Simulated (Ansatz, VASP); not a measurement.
# One calculation of SiC, two programs

The input INCAR:

```
ALGO = Normal ; EDIFF = 1E-6
ENCUT = 520 ; GGA = CA
ISIF = 2 ; ISMEAR = 0
LASPH = T ; LCHARG = T
LELF = T ; LREAL = F
LVHAR = T ; LWAVE = F
NBANDS = 16 ; NELM = 60
PREC = Accurate ; SIGMA = 0.05
```

KPOINTS

```
k-points
0
Gamma
  12 12 6
```

File POSCAR:

```
SiC
1.0
    2.9787958993      0.0000000000      0.0000000000
   -1.4893979497      2.5797129215      0.0000000000
    0.0000000000      0.0000000000      5.2802136111
Si C
2 2
Direct
    0.3333333333      0.6666666667      0.0046041256
    0.6666666667      0.3333333333      0.5046041256
    0.3333333333      0.6666666667      0.4102991467
    0.6666666667      0.3333333333      0.9102991467
```

Input for Ansatz:

```yaml
crystal:
  lattice:
    - [2.9787958993, 0.0, 0.0]
    - [-1.4893979497, 2.5797129215, 0.0]
    - [0.0, 0.0, 5.2802136111]
  atoms:
    - { symbol: Si, position: [0.3333333333, 0.6666666667, 0.0046041256] }
    - { symbol: Si, position: [0.6666666667, 0.3333333333, 0.5046041256] }
    - { symbol: C, position: [0.3333333333, 0.6666666667, 0.4102991467] }
    - { symbol: C, position: [0.6666666667, 0.3333333333, 0.9102991467] }
basis:
  ecutwfc: 520.0
kpoints:
  mp_grid: { grid: [12, 12, 6] }
hamiltonian:
  xc: lda
  pseudopotentials: { kind: paw, azcp: { folder: soft_1 } }
scf:
  occupations: { method: gaussian, width: 0.05 }
output:
  forces: true
  stress: true
  eigenvalues: true
  write_density: true
  write_potential: true
  elf: true
  volumetric_format: npy
```

Alike in both runs: task single point; functional LDA; k mesh 12 × 12 × 6; occupations gaussian, width 0.05 eV; no spin polarisation.

|  | VASP | Ansatz |
| --- | --- | --- |
| version | VASP 6.6.1 | Ansatz 0.2.0 |
| potentials or method | VASP PAW LDA potentials, release 64 (Si, C) | scalar-relativistic, plane waves, PAW |
| plane-wave cutoff (eV) | 520 | 520 |
| valence electrons in the cell | 16 | 16 |

Ansatz gave:

| Item | Value |
| --- | --- |
| gap on the k mesh at the Fermi level (eV) | 2.46 |
| least direct gap on the mesh (eV) | 4.34 |
| pressure (GPa) | 9.2 |
| largest component of the traceless stress (GPa) | 30.64 |
| rms of the force components (eV/Å) | 1.164 |

Problem. Estimate VASP's values.

Solution. gap on the k mesh at the Fermi level (eV): 2.44; least direct gap on the mesh (eV): 4.33; pressure (GPa): 9.5; largest component of the traceless stress (GPa): 30.89; rms of the force components (eV/Å): 1.170.

Atom by atom the forces differ by 0.006 eV/Å (rms over components). Ansatz warned: «pseudo_functional_mismatch».

Caveats: forces of over 1 eV/Å show positions far from the minimum, so gaps and moduli don't describe the material at rest. A k mesh can miss the band edges.
